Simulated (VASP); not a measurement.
# Be (P6_3/mmc) in VASP: phonons with PBE

Aim: the phonons of Be with PBE.

Everything below comes from runs of VASP 6.6.1. Logs are shortened: lines on timing, memory, paths and dates and some standing lists are left out, and cuts for length are marked.

## 1. The crystal as given

Symmetry: P6_3/mmc, No. 194, hexagonal system. The conventional cell has a = 2.285 Å, b = 2.285 Å, c = 3.584 Å, α = 90.00°, β = 90.00°, γ = 120.00°. Be (site symmetry -6m2) has 12 Be at 2.23 to 2.29 Å as nearest neighbours.

## 2. Phonons, PBE

Input file POSCAR:

```
Be
1.0
    2.2853000000      0.0000000000      0.0000000000
   -1.1426500000      1.9791278600      0.0000000000
    0.0000000000      0.0000000000      3.5842000000
Be
2
Direct
    0.3333333300      0.6666666700      0.2500000000
    0.6666666700      0.3333333300      0.7500000000
```

Input file INCAR.step1:

```
ALGO     = Normal         # electronic algorithm
EDIFF    = 1E-8           # SCF threshold, eV
EDIFFG   = -0.002         # ionic threshold
ENCUT    = 600            # plane-wave cutoff, eV
GGA      = PE             # functional
IBRION   = 2              # ionic algorithm
ISIF     = 3              # what is computed and relaxed
ISMEAR   = 0              # smearing method
LASPH    = T              # aspherical terms in the spheres
LCHARG   = F              # write CHGCAR
LREAL    = F              # projectors in reciprocal space
LWAVE    = F              # write WAVECAR
NELM     = 60             # most SCF steps
NSW      = 40             # ionic steps
PREC     = Accurate       # precision mode
SIGMA    = 0.1            # smearing width, eV
```

Input file INCAR.step2:

```
ALGO     = Normal         # electronic algorithm
EDIFF    = 1E-8           # SCF threshold, eV
ENCUT    = 600            # plane-wave cutoff, eV
GGA      = PE             # functional
IBRION   = 6              # ionic algorithm
ISIF     = 2              # what is computed and relaxed
ISMEAR   = 0              # smearing method
LASPH    = T              # aspherical terms in the spheres
LCHARG   = F              # write CHGCAR
LREAL    = F              # projectors in reciprocal space
LWAVE    = F              # write WAVECAR
NELM     = 60             # most SCF steps
NFREE    = 2            
NSW      = 1              # ionic steps
POTIM    = 0.015          # step
PREC     = Accurate       # precision mode
SIGMA    = 0.1            # smearing width, eV
```

Input file KPOINTS:

```
k-points
0
Gamma
  21 21 12
```

Potentials or basis: VASP PAW PBE potentials, release 64 (Be).

On the command line:

```
$ cat potpaw_PBE.64/Be/POTCAR > POTCAR
$ cp INCAR.step1 INCAR
$ mpirun -np 1 vasp_std > vasp.out
$ cp CONTCAR POSCAR
$ cp INCAR.step2 INCAR
$ mpirun -np 1 vasp_std > vasp.out
```

OUTCAR:

```text
EDIFF = 1E-8
   ENCUT = 600
   GGA = PE
   IBRION = 6
   ISIF = 2
   ISMEAR = 0
   LASPH = T
   LREAL = F
   NELM = 60
   NFREE = 2
   NSW = 1
   POTIM = 0.015
   PREC = Accurate

 ion  position               nearest neighbor table
   1  0.333  0.667  0.250-   2 2.21   2 2.21   2 2.21   2 2.21   2 2.21   2 2.21
   2  0.667  0.333  0.750-   1 2.21   1 2.21   1 2.21   1 2.21   1 2.21   1 2.21

  LATTYP: Found a hexagonal cell.
 ALAT       =     2.2635229244
 C/A-ratio  =     1.5764412148

  Lattice vectors:

 A1 = (   2.2635229244,   0.0000000000,   0.0000000000)
 A2 = (  -1.1317614622,   1.9602683592,   0.0000000000)
 A3 = (   0.0000000000,   0.0000000000,   3.5683108286)

Analysis of symmetry for initial positions (statically):
=====================================================================
 Subroutine PRICEL returns:
 Original cell was already a primitive cell.

 Routine SETGRP: Setting up the symmetry group for a
 hexagonal supercell.

 Subroutine GETGRP returns: Found 24 space group operations
 (whereof 12 operations were pure point group operations)
 out of a pool of 24 trial point group operations.

The static configuration has the point symmetry D_3d.
 The point group associated with its full space group is D_6h.

Analysis of symmetry for dynamics (positions and initial velocities):
=====================================================================
 Subroutine PRICEL returns:
 Original cell was already a primitive cell.

 Routine SETGRP: Setting up the symmetry group for a
 hexagonal supercell.

 Subroutine GETGRP returns: Found 24 space group operations
 (whereof 12 operations were pure point group operations)
 out of a pool of 24 trial point group operations.

The dynamic configuration has the point symmetry D_3d.
 The point group associated with its full space group is D_6h.

 Subroutine INISYM returns: Found 24 space group operations
 (whereof 12 operations are pure point group operations),
 and found     1 'primitive' translations

----------------------------------------------------------------------------------------

                                     Primitive cell

  volume of cell :      15.8330

  direct lattice vectors                    reciprocal lattice vectors
     2.263522924  0.000000000  0.000000000     0.441789208  0.255067118  0.000000000
    -1.131761462  1.960268359  0.000000000     0.000000000  0.510134235  0.000000000
     0.000000000  0.000000000  3.568310829     0.000000000  0.000000000  0.280244645

  length of vectors
     2.263522924  2.263522928  3.568310829     0.510134236  0.510134235  0.280244645

  position of ions in fractional coordinates (direct lattice)
     0.333333330  0.666666670  0.250000000
     0.666666670  0.333333330  0.750000000

  ion indices of the primitive-cell ions
   primitive index   ion index
                 1           1
                 2           2

----------------------------------------------------------------------------------------

 KPOINTS: k-points

Automatic generation of k-mesh.
 Grid dimensions read from file:
 generate k-points for:   21   21   12

 Generating k-lattice:

  Cartesian coordinates                     Fractional coordinates (reciprocal lattice)
     0.021037581  0.012146053  0.000000000     0.047619048  0.000000000  0.000000000
     0.000000000  0.024292106  0.000000000     0.000000000  0.047619048  0.000000000
     0.000000000  0.000000000  0.023353720     0.000000000  0.000000000  0.083333333

  Length of vectors
[... 70 lines left out ...]
   ISMEAR =     0;   SIGMA  =   0.10  broadening in eV -4-tet -1-fermi 0-gaus
   EFERMI_NEDOS =   21; number of points for ismear=-14 and -15
   IALGO  =     38    algorithm
   IMIX   =      4    mixing-type and parameters
     AMIX     =   0.40;   BMIX     =  1.00
     AMIX_MAG =   1.60;   BMIX_MAG =  1.00
  volume/ion in A,a.u.               =       7.92        53.42
  Fermi-wavevector in a.u.,A,eV,Ry     =   1.034921  1.955717 14.572671  1.071061
  Thomas-Fermi vector in A             =   2.169239
   LORBIT       =      0    0 simple, 1 ext, 2 COOP (PROOUT), +10 PAW based schemes
   GGA     = PE    functional components
   LHFCALC =     F    Hartree Fock is set to
   AEXX    =    0.0000 exact exchange contribution
   IVDW    =     0    specifies the selected vdW correction
   LEPSILON=     F    determine dielectric tensor
   LRPA    =     F    only Hartree local field effects (RPA)
 finite differences with symmetry
 non-spin polarized calculation
 Gauss-broadening in eV      SIGMA  =   0.10
  energy-cutoff  :      600.00
  volume of cell :       15.83
 maximum number of plane-waves:       548
 NGX is ok and might be reduce to    18
   NGX =  9   NGY =  9   NGZ = 15

--------------------------------------- Ionic step        1  -------------------------------------------

 number of electron       4.0000000 magnetization

 Free energy of the ion-electron system (eV)
  ---------------------------------------------------
  ext. energy  EPLUGINS =         0.00000000
  ---------------------------------------------------
  free energy    TOTEN  =        -7.53057291 eV

  energy without entropy =       -7.52903346  energy(sigma->0) =       -7.52980318

------------------------ aborting loop because EDIFF is reached ----------------------------------------

  FORCE on cell =-STRESS in cart. coord.  units (eV):
  Direction    XX          YY          ZZ          XY          YZ          ZX
  --------------------------------------------------------------------------------------
  -------------------------------------------------------------------------------------
  Total        0.0007103      0.0007103      0.0002443      0.0000000     -0.0000000      0.0000000
  in kB        0.0718750      0.0718750      0.0247226      0.0000000     -0.0000000      0.0000000
  external PRESSURE =       0.0561575 kB  Pullay stress =       0.0000000 kB
[... 131 lines left out ...]
--------------------------------------- Ionic step        5  -------------------------------------------

 number of electron       4.0000000 magnetization

 Free energy of the ion-electron system (eV)
  ---------------------------------------------------
  ext. energy  EPLUGINS =         0.00000000
  ---------------------------------------------------
  free energy    TOTEN  =        -7.52967492 eV

  energy without entropy =       -7.52813402  energy(sigma->0) =       -7.52890447

 E-fermi :   7.0560     XC(G=0): -10.6012

 val. band max:        7.0180206910   @ k =  -0.2381   0.5238   0.0833
 cond. band min:       7.0576510265   @ k =   0.3333   0.2857   0.3333
 fundamental gap:      0.0396303355
 Fermi energy:         7.0559800879

 k-point     1 :       0.0000    0.0000    0.0000
  band No.  band energies     occupation
      1      -4.3301      2.00000
      2       2.5681      2.00000
      3       8.1008      0.00000
      4      23.0163      0.00000
      5      23.0163      0.00000
      6      25.8553      0.00000
[... 199 lines left out ...]
 k-point    24 :       0.1905    0.0952    0.0000
  band No.  band energies     occupation
      1      -2.4996      2.00000
      2       4.9473      2.00000
      3       8.4182      0.00000
      4      15.2278      0.00000
      5      17.5086      0.00000
      6      23.2837      0.00000

 [... further k-points ...]

------------------------ aborting loop because EDIFF is reached ----------------------------------------

  FORCE on cell =-STRESS in cart. coord.  units (eV):
  Direction    XX          YY          ZZ          XY          YZ          ZX
  --------------------------------------------------------------------------------------
  -------------------------------------------------------------------------------------
  Total        0.0017004      0.0017004      0.0042081      0.0000000      0.0000000      0.0000000
  in kB        0.1720721      0.1720721      0.4258292      0.0000000      0.0000000      0.0000000
  external PRESSURE =       0.2566578 kB  Pullay stress =       0.0000000 kB
[... 17 lines left out ...]
  FREE ENERGIE OF THE ION-ELECTRON SYSTEM (eV)
  ---------------------------------------------------
  free  energy   TOTEN  =        -7.5296749228 eV

  energy  without entropy=       -7.5281340171  energy(sigma->0) =       -7.52890447

 INTERNAL STRAIN TENSORS FROM DISPLACED ATOMS
 ============================================

 INTERNAL STRAIN TENSOR FOR ION    1 for displacements in x,y,z  (eV/Angst):
          X           Y           Z          XY          YZ          ZX
  --------------------------------------------------------------------------------
  x     0.00000     0.00000     0.00000    -3.09940     0.00000     0.00000
  y    -3.09940     3.09940    -0.00000     0.00000     0.00000     0.00000
  z    -0.00000    -0.00000     0.00000     0.00000     0.00000     0.00000

 INTERNAL STRAIN TENSOR FOR ION    2 for displacements in x,y,z  (eV/Angst):
          X           Y           Z          XY          YZ          ZX
  --------------------------------------------------------------------------------
  x     0.00000     0.00000     0.00000     3.09940     0.00000     0.00000
  y     3.09940    -3.09940     0.00000     0.00000     0.00000     0.00000
  z     0.00000     0.00000    -0.00000     0.00000     0.00000     0.00000

 Eigenvectors and eigenvalues of the dynamical matrix
 ----------------------------------------------------

   1 f  =   20.808917 THz   130.746279 2PiTHz  694.110743 cm-1    86.058725 meV
             X         Y         Z           dx          dy          dz
     -0.000000  1.306846  0.892078     0.000000   -0.000000   -0.707107
      1.131761  0.653423  2.676233    -0.000000   -0.000000    0.707107
[... 11 lines left out ...]
   4 f  =    0.000000 THz     0.000000 2PiTHz    0.000000 cm-1     0.000000 meV
             X         Y         Z           dx          dy          dz
     -0.000000  1.306846  0.892078    -0.039065    0.631763   -0.315197
      1.131761  0.653423  2.676233    -0.039065    0.631763   -0.315197

   5 f/i=    0.000000 THz     0.000001 2PiTHz    0.000005 cm-1     0.000001 meV
             X         Y         Z           dx          dy          dz
     -0.000000  1.306846  0.892078     0.705721    0.025653   -0.036050
      1.131761  0.653423  2.676233     0.705721    0.025653   -0.036050

   6 f/i=    0.000000 THz     0.000001 2PiTHz    0.000008 cm-1     0.000001 meV
             X         Y         Z           dx          dy          dz
     -0.000000  1.306846  0.892078    -0.020774   -0.316571   -0.631943
      1.131761  0.653423  2.676233    -0.020774   -0.316571   -0.631943

 ELASTIC MODULI CONTR FROM IONIC RELAXATION (kBar)
 Direction    XX          YY          ZZ          XY          YZ          ZX
 --------------------------------------------------------------------------------
 XX        -280.4306    280.4306     -0.0000      0.0000      0.0000      0.0000
 YY         280.4306   -280.4306      0.0000     -0.0000      0.0000      0.0000
 ZZ          -0.0000      0.0000     -0.0000      0.0000      0.0000      0.0000
 XY           0.0000     -0.0000      0.0000   -280.4306      0.0000      0.0000
 YZ           0.0000      0.0000      0.0000      0.0000      0.0000      0.0000
 ZX           0.0000      0.0000      0.0000      0.0000      0.0000      0.0000
 --------------------------------------------------------------------------------
```

Wall time 2.5 min (1 thread of Intel Xeon Platinum 8488C (Sapphire Rapids), shared host); peak memory 0.38 GiB.

What came out:

```
Relaxed volume                         : 7.92 Å³/atom
Relaxed cell                           : a = 2.264 Å, b = 2.264 Å, c = 3.568 Å, α = 90.00°, β = 90.00°, γ = 120.00°
Space group after relaxing (to 0.05 Å) : P6_3/mmc (No. 194)
Highest phonon frequency at Γ          : 694 cm⁻¹
```

Step by step:
```tsv
step	energy change (eV)	largest force (eV/Å)	pressure (GPa)	volume (Å³)
1	0.0000	0.0000	-2.73	16.21
2	-0.0034	0.0000	-0.40	15.89
3	-0.0035	0.0000	0.04	15.83
4	-0.0035	0.0000	0.09	15.82
5	-0.0035	0.0000	0.05	15.83
6	-0.0035	0.0000	0.05	15.83
7	-0.0035	0.0000	0.00	15.83
```

Final structure:
```cif
data_structure
_symmetry_space_group_name_H-M 'P 1'
_symmetry_Int_Tables_number 1
_cell_length_a 2.2635
_cell_length_b 2.2635
_cell_length_c 3.5683
_cell_angle_alpha 90.000
_cell_angle_beta 90.000
_cell_angle_gamma 120.000
_cell_volume 15.83
loop_
_atom_site_label
_atom_site_type_symbol
_atom_site_fract_x
_atom_site_fract_y
_atom_site_fract_z
_atom_site_occupancy
Be1 Be 0.33333 0.66667 0.25000 1
Be2 Be 0.66667 0.33333 0.75000 1
```

Phonon frequencies in cm⁻¹ (negative: imaginary):
| q point | frequencies |
| --- | --- |
| (0.000, 0.000, 0.000) | 0 0 0 457 457 694 |
